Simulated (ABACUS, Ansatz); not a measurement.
## Cost and result for the bulk modulus of Ag

```
CELL_PARAMETERS angstrom
0.00000 2.04275 2.04275
2.04275 0.00000 2.04275
2.04275 2.04275 0.00000
ATOMIC_POSITIONS crystal
Ag 0.00000 0.00000 0.00000
```

| rung | level | program and potentials | cutoff (eV) | k mesh | smearing | spin | core time | chip | bulk modulus (GPa) | notes |
| --- | --- | --- | --- | --- | --- | --- | --- | --- | --- | --- |
| GGA | PBEsol | Ansatz, Ansatz PAW | 420 | 11 × 11 × 11 | fermi-dirac 0.05 | off | 6.8 s | Arm Neoverse V2 | 120.4 | potentials made for PBE, which Ansatz adapts in part |
| GGA | PBE | Ansatz, Ansatz PAW | 420 | 11 × 11 × 11 | fermi-dirac 0.05 | off | 7 s | Arm Neoverse V1 | 89.7 | - |
| GGA | PBEsol | Ansatz, Ansatz PAW (files of its older set among them) | 480 | 11 × 11 × 11 | fermi-dirac 0.05 | off | 8.7 s | Arm Neoverse V2 | 120.3 | potentials made for PBE, which Ansatz adapts in part |
| meta-GGA | r2SCAN | Ansatz, Ansatz PAW | 500 | 11 × 11 × 11 | fermi-dirac 0.05 | off | 17 s | Arm Neoverse V1 | 101.1 | potentials made for PBE, which Ansatz adapts in part |
| GGA | PBEsol | Ansatz, PseudoDojo stringent | 1116 | 11 × 11 × 11 | fermi-dirac 0.05 | off | 22 s | Arm Neoverse V2 | 120.8 | potentials made for PBE |
| GGA | PBEsol | Ansatz, JTH PAW | 1380 | 11 × 11 × 11 | fermi-dirac 0.05 | off | 25 s | Arm Neoverse V2 | 119.4 | potentials made for PBE |
| GGA | WC | ABACUS, PseudoDojo NC SR 0.4 PBEsol stringent, plane waves | 1116 | 9 × 9 × 9 | fermi-dirac 0.05 | off | 32 s | Intel Xeon Platinum 8488C Sapphire Rapids | 120.4 | potentials made for PBEsol; fit through 4 volumes |
| GGA + dispersion | PBEsol+D4 | Ansatz, all-electron LAPW, relativistic spinors | - | 8 × 8 × 8 | methfessel-paxton 0.1 | SOC, no magnetisation | 3 min | Arm Neoverse V1 | 130.8 | - |

Times are single runs on shared hosts and different chips, so they are rough; meshes, cutoffs and the tasks' sizes weigh on the time. Task: equation of state. Smearing widths are in eV. The cell comes from a database and isn't always the measured one. For a metal such meshes aren't converged. Meshes differ between rows, which moves values too. Meshes are those of the run's cell of 1 atom unless a note names another. Runs on faulty files, with rough fits or with known faults for this quantity aren't shown.

By rung: GGA 89.7 to 120.8; GGA + dispersion 130.8; meta-GGA 101.1 (GPa).
